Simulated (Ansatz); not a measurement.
Runs of Ansatz 0.2.0 on CdSe. Symmetry: F-43m, No. 216, cubic system. The conventional cell has a = 6.141 Å, b = 6.141 Å, c = 6.141 Å, α = 90.00°, β = 90.00°, γ = 90.00°. Around Cd (site symmetry -43m) lie 4 Se at 2.66 Å. Se (site symmetry -43m) has 4 Cd at 2.66 Å as nearest neighbours. Measurements of this composition are mostly on another form, of space group No. 186.

```csv
task,level,cutoff (eV),points for each segment of the path,gap on the mesh (eV),pressure (GPa),V0 of scaled cells (Å³/atom),B0 (GPa)
equation of state,r2SCANh,500,-,-,-,28.79,(a)
band structure,BHLYP,420,4,3.78,1.5,-,-
equation of state,BHLYP,420,-,-,-,29.74,(c)
band structure,r2SCANh,500,4,1.57,(b),-,-
```

Alike in all rows: potentials or basis Ansatz PAW; no spin polarisation; cell as given; k mesh 4 × 4 × 4; smearing fermi-dirac 0.05 eV; the mesh is coarse, so values aren't converged.

Fill in the values left out.

(a) 53; (b) -0.3; (c) 51.

Caveats: all runs use coarse meshes; the PAW data sets come from PBE, with cores solved anew for the run's functional, which leaves a small shift of forces and pressure (some runs); the thresholds are loose for stress (some runs); the PAW data sets were made with another functional, which shifts forces and pressure a little (some runs); the potentials were made for another functional, which shifts forces and pressure (some runs).

A k mesh can miss the band edges, and the runs leave out spin-orbit coupling on Cd, Se.
